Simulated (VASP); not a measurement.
# Bi (I4/mmm) in VASP: a series of runs

Runs on Bi. Level: LDA. Tasks: single point.

Everything below comes from runs of VASP 6.6.1. Logs are shortened: lines on timing, memory, paths and dates and some standing lists are left out, and cuts for length are marked.

## (1) The cell of the first run

The structure is tetragonal, space group I4/mmm (No. 139). Conventional cell: a = 8.089 Å, b = 8.089 Å, c = 2.861 Å, α = 90.00°, β = 90.00°, γ = 90.00°. Bi (site symmetry 4/mmm) is surrounded by 2 Bi at 2.86 Å.

This isn't the form of Bi at room conditions, which is rhombohedral.

## (2) Single point, LDA (strain -0.050 along x and y, +0.000 along z, atoms carried along)

File INCAR:

```
PREC     = Accurate       # precision mode
ENCUT    = 520            # plane-wave cutoff, eV
EDIFF    = 1E-6           # SCF threshold, eV
ISMEAR   = 0              # smearing method
SIGMA    = 0.05           # smearing width, eV
LREAL    = F              # projectors in reciprocal space
LASPH    = T              # aspherical terms in the spheres
NELM     = 80             # most SCF steps
ALGO     = Fast           # electronic algorithm
ISIF     = 2              # what is computed and relaxed
LWAVE    = F              # write WAVECAR
LCHARG   = F              # write CHGCAR
NBANDS   = 14             # bands
```

File KPOINTS:

```
Automatic mesh
0
Gamma
  10 10 10
```

File POSCAR:

```
Bi
1.0
   -4.0446079000      4.0446079000      1.4305640000
    4.0446079000     -4.0446079000      1.4305640000
    4.0446079000      4.0446079000     -1.4305640000
Bi
1
Direct
    0.0000000000      0.0000000000      0.0000000000
```

Potentials or basis: VASP PAW LDA potentials, release 64 (Bi_d).

Started as:

```bash
$ cat potpaw_LDA.64/Bi_d/POTCAR > POTCAR
$ mpirun -np 1 vasp_std > vasp.out
```

OUTCAR:

```text
PREC = Accurate
   ENCUT = 520
   EDIFF = 1E-6
   ISMEAR = 0
   LREAL = F
   LASPH = T
   NELM = 80
   ISIF = 2

 ion  position               nearest neighbor table
   1  0.000  0.000  0.000-

  LATTYP: Found a body centered tetragonal cell.
 ALAT       =     8.0892158000
 C/A-ratio  =     0.3536965845

  Lattice vectors:

 A1 = (  -4.0446079000,   4.0446079000,   1.4305640000)
 A2 = (   4.0446079000,  -4.0446079000,   1.4305640000)
 A3 = (   4.0446079000,   4.0446079000,  -1.4305640000)

Analysis of symmetry for initial positions (statically):
=====================================================================
 Subroutine PRICEL returns:
 Original cell was already a primitive cell.

 Routine SETGRP: Setting up the symmetry group for a
 body centered tetragonal supercell.

 Subroutine GETGRP returns: Found 16 space group operations
 (whereof 16 operations were pure point group operations)
 out of a pool of 16 trial point group operations.

The static configuration has the point symmetry D_4h.

Analysis of symmetry for dynamics (positions and initial velocities):
=====================================================================
 Subroutine PRICEL returns:
 Original cell was already a primitive cell.

 Routine SETGRP: Setting up the symmetry group for a
 body centered tetragonal supercell.

 Subroutine GETGRP returns: Found 16 space group operations
 (whereof 16 operations were pure point group operations)
 out of a pool of 16 trial point group operations.

The dynamic configuration has the point symmetry D_4h.

 Subroutine INISYM returns: Found 16 space group operations
 (whereof 16 operations are pure point group operations),
 and found     1 'primitive' translations

----------------------------------------------------------------------------------------

                                     Primitive cell

  volume of cell :      93.6095

  direct lattice vectors                    reciprocal lattice vectors
    -4.044607900  4.044607900  1.430564000     0.000000000  0.123621377  0.349512500
     4.044607900 -4.044607900  1.430564000     0.123621377  0.000000000  0.349512500
     4.044607900  4.044607900 -1.430564000     0.123621377  0.123621377  0.000000000

  length of vectors
     5.896119019  5.896119019  5.896119019     0.370730674  0.370730674  0.174827029

  position of ions in fractional coordinates (direct lattice)
     0.000000000  0.000000000  0.000000000

[... 84 lines left out ...]
   TEBEG  =    0.0;   TEEND  =   0.0 temperature during run
   PSTRESS=    0.0 pullay stress
   NELECT =      15.0000    total number of electrons
   NUPDOWN=      -1.0000    fix difference up-down
   EMIN   =  10.00;   EMAX   =-10.00  energy-range for DOS
   EFERMI =   0.00;   METHOD = LEGACY
   ISMEAR =     0;   SIGMA  =   0.05  broadening in eV -4-tet -1-fermi 0-gaus
   EFERMI_NEDOS =   21; number of points for ismear=-14 and -15
   IALGO  =     68    algorithm
   IMIX   =      4    mixing-type and parameters
     AMIX     =   0.40;   BMIX     =  1.00
     AMIX_MAG =   1.60;   BMIX_MAG =  1.00
  volume/ion in A,a.u.               =      93.61       631.71
  Fermi-wavevector in a.u.,A,eV,Ry     =   0.889198  1.680341 10.757763  0.790673
  Thomas-Fermi vector in A             =   2.010727
   LORBIT       =      0    0 simple, 1 ext, 2 COOP (PROOUT), +10 PAW based schemes
   GGA     = CA    functional components
   LHFCALC =     F    Hartree Fock is set to
   AEXX    =    0.0000 exact exchange contribution
   IVDW    =     0    specifies the selected vdW correction
   LEPSILON=     F    determine dielectric tensor
   LRPA    =     F    only Hartree local field effects (RPA)
 non-spin polarized calculation
 RMM-DIIS sequential band-by-band and
 Gauss-broadening in eV      SIGMA  =   0.05
  energy-cutoff  :      520.00
  volume of cell :       93.61
 maximum number of plane-waves:      2558
 NGX is ok and might be reduce to    48
   NGX = 21   NGY = 21   NGZ = 21

 number of electron      15.0000004 magnetization

 Free energy of the ion-electron system (eV)
  ---------------------------------------------------
  ext. energy  EPLUGINS =         0.00000000
  ---------------------------------------------------
  free energy    TOTEN  =        -3.07991376 eV

  energy without entropy =       -3.07442911  energy(sigma->0) =       -3.07717143

 E-fermi :  -0.7911     XC(G=0):  -5.5805

 val. band max:       -0.7945616828   @ k =  -0.2000   0.5000   0.2000
 cond. band min:      -0.7887328153   @ k =  -0.1000   0.4000   0.1000
 fundamental gap:      0.0058288675
 Fermi energy:        -0.7910855283

 k-point     1 :       0.0000    0.0000    0.0000
  band No.  band energies     occupation
      1     -24.0444      2.00000
      2     -23.4437      2.00000
      3     -23.4436      2.00000
      4     -23.3259      2.00000
      5     -23.3259      2.00000
      6     -12.7079      2.00000
      7      -2.1996      2.00000
      8      -2.1996      2.00000
      9       1.8031      0.00000
     10       3.7094      0.00000
     11       6.8121      0.00000
     12       7.3514      0.00000
     13       7.3514      0.00000
     14       7.8757      0.00000
[... 377 lines left out ...]
      1     -23.5344      2.00000
      2     -23.5343      2.00000
      3     -23.4561      2.00000
      4     -23.4211      2.00000
      5     -23.4207      2.00000
      6     -11.0202      2.00000
      7      -0.9340      1.99995
      8      -0.7701      0.55285
      9      -0.5077      0.00000
     10       4.8666      0.00000
     11       5.4519      0.00000
     12       6.8765      0.00000
     13       8.1455      0.00000
     14       8.5963      0.00000

 [... further k-points ...]

------------------------ aborting loop because EDIFF is reached ----------------------------------------

  FORCE on cell =-STRESS in cart. coord.  units (eV):
  Direction    XX          YY          ZZ          XY          YZ          ZX
  --------------------------------------------------------------------------------------
  -------------------------------------------------------------------------------------
  Total       -0.3147893     -0.3147893     -1.1111691      0.0000000      0.0000000      0.0000000
  in kB       -5.3877875     -5.3877875    -19.0182515      0.0000000      0.0000000      0.0000000
  external PRESSURE =      -9.9312755 kB  Pullay stress =       0.0000000 kB

 VOLUME and BASIS-vectors are now :
 -----------------------------------------------------------------------------
  energy-cutoff  :      520.00
  volume of cell :       93.61
      direct lattice vectors                 reciprocal lattice vectors
    -4.044607900  4.044607900  1.430564000     0.000000000  0.123621377  0.349512500
     4.044607900 -4.044607900  1.430564000     0.123621377  0.000000000  0.349512500
     4.044607900  4.044607900 -1.430564000     0.123621377  0.123621377  0.000000000

 POSITION                                       TOTAL-FORCE (eV/Angst)
 -----------------------------------------------------------------------------------
      0.00000      0.00000      0.00000        -0.000000      0.000000      0.000000
 -----------------------------------------------------------------------------------
    total drift:                               -0.000000      0.000000      0.000000

  FREE ENERGIE OF THE ION-ELECTRON SYSTEM (eV)
  ---------------------------------------------------
  free  energy   TOTEN  =        -3.0799137555 eV

  energy  without entropy=       -3.0744291116  energy(sigma->0) =       -3.07717143
```

stdout:

```text
POSCAR found type information on POSCAR Bi
 POSCAR found :  1 types and       1 ions
 scaLAPACK will be used
 LDA part: xc-table for (Slater(with rela. corr.)+CA(PZ))
 , standard interpolation
 POSCAR, INCAR and KPOINTS ok, starting setup
 FFT: planning ... GRIDC
 FFT: planning ... GRID_SOFT
 FFT: planning ... GRID
 WAVECAR not read
 entering main loop
```

Run time: 2.2 min. Hardware: 1 thread of Intel Xeon Platinum 8488C (Sapphire Rapids), shared host; peak memory 0.31 GiB.

Results:

| Property | Result |
| --- | --- |
| Free energy | -3.0799 eV |
| Pressure | -1.0 GPa |
| Band gap on the k mesh | none (metal or under the smearing width) |

Levels at points of the mesh, in eV from the Fermi level:
```
           k point  band 4  band 5  band 6  band 7  band 8  band 9  band 10  band 11  band 12  band 13
(0.00, 0.00, 0.00)  -22.53  -22.53  -11.92   -1.41   -1.41    2.59     4.50     7.60     8.14     8.14
(0.50, 0.00, 0.00)  -22.62  -22.35   -8.23   -3.95    1.73    1.75     5.90     6.16     8.10     9.28
(0.50, 0.50, 0.00)  -22.53  -22.53  -11.90   -1.93   -1.36    3.77     5.11     5.89     7.96     8.13
(0.50, 0.50, 0.50)  -22.53  -22.53  -11.89   -1.84   -1.84    3.73     6.79     6.79     7.63     8.62
```

Caveat: spin-orbit coupling is left out, which moves the levels of the heavy elements.

## (3) Single point, LDA (strain -0.025 along x and y, -0.050 along z, atoms carried along)

File INCAR:

```
SYSTEM = Bi
ALGO = Fast
EDIFF = 1E-7
ENCUT = 520
ISIF = 2
ISMEAR = 0
LASPH = .True.
LCHARG = .False.
LREAL = .False.
LWAVE = .False.
NBANDS = 14
NELM = 60
PREC = Accurate
SIGMA = 0.05
```

File KPOINTS:

```
k-points
0
Gamma
  10 10 10
  0 0 0
```

File POSCAR:

```
Bi
1.0
   -4.1510449500      4.1510449500      1.3590358000
    4.1510449500     -4.1510449500      1.3590358000
    4.1510449500      4.1510449500     -1.3590358000
Bi
1
Direct
    0.0000000000      0.0000000000      0.0000000000
```

Potentials or basis: VASP PAW LDA potentials, release 64 (Bi_d).

Started as:

```bash
$ cat potpaw_LDA.64/Bi_d/POTCAR > POTCAR
$ mpirun -np 1 vasp_std > vasp.out
```

OUTCAR:

```text
SYSTEM = Bi
   EDIFF = 1E-7
   ENCUT = 520
   ISIF = 2
   ISMEAR = 0
   LASPH = .True.
   LREAL = .False.
   NELM = 60
   PREC = Accurate

 ion  position               nearest neighbor table
   1  0.000  0.000  0.000-

  LATTYP: Found a body centered tetragonal cell.
 ALAT       =     8.3020899000
 C/A-ratio  =     0.3273960693

  Lattice vectors:

 A1 = (  -4.1510449500,   4.1510449500,   1.3590358000)
 A2 = (   4.1510449500,  -4.1510449500,   1.3590358000)
 A3 = (   4.1510449500,   4.1510449500,  -1.3590358000)

Analysis of symmetry for initial positions (statically):
=====================================================================
 Subroutine PRICEL returns:
 Original cell was already a primitive cell.

 Routine SETGRP: Setting up the symmetry group for a
 body centered tetragonal supercell.

 Subroutine GETGRP returns: Found 16 space group operations
 (whereof 16 operations were pure point group operations)
 out of a pool of 16 trial point group operations.

The static configuration has the point symmetry D_4h.

Analysis of symmetry for dynamics (positions and initial velocities):
=====================================================================
 Subroutine PRICEL returns:
 Original cell was already a primitive cell.

 Routine SETGRP: Setting up the symmetry group for a
 body centered tetragonal supercell.

 Subroutine GETGRP returns: Found 16 space group operations
 (whereof 16 operations were pure point group operations)
 out of a pool of 16 trial point group operations.

The dynamic configuration has the point symmetry D_4h.

 Subroutine INISYM returns: Found 16 space group operations
 (whereof 16 operations are pure point group operations),
 and found     1 'primitive' translations

----------------------------------------------------------------------------------------

                                     Primitive cell

  volume of cell :      93.6711

  direct lattice vectors                    reciprocal lattice vectors
[... 116 lines left out ...]
 non-spin polarized calculation
 RMM-DIIS sequential band-by-band and
 Gauss-broadening in eV      SIGMA  =   0.05
  energy-cutoff  :      520.00
  volume of cell :       93.67
 maximum number of plane-waves:      2549
 NGX is ok and might be reduce to    48
   NGX = 23   NGY = 23   NGZ = 23

 number of electron      14.9999996 magnetization

 Free energy of the ion-electron system (eV)
  ---------------------------------------------------
  ext. energy  EPLUGINS =         0.00000000
  ---------------------------------------------------
  free energy    TOTEN  =        -3.07994228 eV

  energy without entropy =       -3.07799264  energy(sigma->0) =       -3.07896746

 E-fermi :  -0.7007     XC(G=0):  -5.4772

 val. band max:       -0.7138291666   @ k =  -0.1000   0.4000   0.1000
 cond. band min:      -0.6882791561   @ k =  -0.1000   0.4000   0.1000
 fundamental gap:      0.0255500105
 Fermi energy:        -0.7007015246

 k-point     1 :       0.0000    0.0000    0.0000
  band No.  band energies     occupation
      1     -24.5118      2.00000
      2     -23.5258      2.00000
      3     -23.5256      2.00000
      4     -23.3838      2.00000
      5     -23.3838      2.00000
      6     -13.2063      2.00000
      7      -2.5801      2.00000
      8      -2.5801      2.00000
      9       1.7587      0.00000
     10       3.6065      0.00000
     11       6.4391      0.00000
     12       7.0564      0.00000
     13       7.0564      0.00000
     14       8.1634      0.00000
[... 377 lines left out ...]
      1     -23.7147      2.00000
      2     -23.7146      2.00000
      3     -23.6172      2.00000
      4     -23.4883      2.00000
      5     -23.4879      2.00000
      6     -11.2759      2.00000
      7      -0.8990      2.00000
      8      -0.5540      0.00003
      9      -0.2636      0.00000
     10       4.8697      0.00000
     11       5.5413      0.00000
     12       6.8632      0.00000
     13       8.3274      0.00000
     14       8.8199      0.00000

 [... further k-points ...]

------------------------ aborting loop because EDIFF is reached ----------------------------------------

  FORCE on cell =-STRESS in cart. coord.  units (eV):
  Direction    XX          YY          ZZ          XY          YZ          ZX
  --------------------------------------------------------------------------------------
  -------------------------------------------------------------------------------------
  Total       -0.2902525     -0.2902525      1.2848450      0.0000000     -0.0000000     -0.0000000
  in kB       -4.9645599     -4.9645599     21.9763503      0.0000000     -0.0000000     -0.0000000
  external PRESSURE =       4.0157435 kB  Pullay stress =       0.0000000 kB

 VOLUME and BASIS-vectors are now :
 -----------------------------------------------------------------------------
  energy-cutoff  :      520.00
  volume of cell :       93.67
      direct lattice vectors                 reciprocal lattice vectors
    -4.151044950  4.151044950  1.359035800     0.000000000  0.120451599  0.367907895
     4.151044950 -4.151044950  1.359035800     0.120451599  0.000000000  0.367907895
     4.151044950  4.151044950 -1.359035800     0.120451599  0.120451599  0.000000000

 POSITION                                       TOTAL-FORCE (eV/Angst)
 -----------------------------------------------------------------------------------
      0.00000      0.00000      0.00000         0.000000      0.000000      0.000000
 -----------------------------------------------------------------------------------
    total drift:                               -0.000000     -0.000000      0.000000

  FREE ENERGIE OF THE ION-ELECTRON SYSTEM (eV)
  ---------------------------------------------------
  free  energy   TOTEN  =        -3.0799422831 eV

  energy  without entropy=       -3.0779926417  energy(sigma->0) =       -3.07896746
```

stdout:

```text
POSCAR found type information on POSCAR Bi
 POSCAR found :  1 types and       1 ions
 scaLAPACK will be used
 LDA part: xc-table for (Slater(with rela. corr.)+CA(PZ))
 , standard interpolation
 POSCAR, INCAR and KPOINTS ok, starting setup
 FFT: planning ... GRIDC
 FFT: planning ... GRID_SOFT
 FFT: planning ... GRID
 WAVECAR not read
 entering main loop
WARNING in EDDRMM: call to ZHEGV failed, returncode =   8  4     14
```

Wall time 2.5 min (1 thread of Intel Xeon Platinum 8488C (Sapphire Rapids), shared host); peak memory 0.31 GiB.

What came out:

```
Free energy            : -3.0799 eV
Pressure               : 0.4 GPa
Band gap on the k mesh : none (metal or under the smearing width)
```

Caveat: spin-orbit coupling is left out, which moves the levels of the heavy elements.

(Continued in part 2 of 2.)
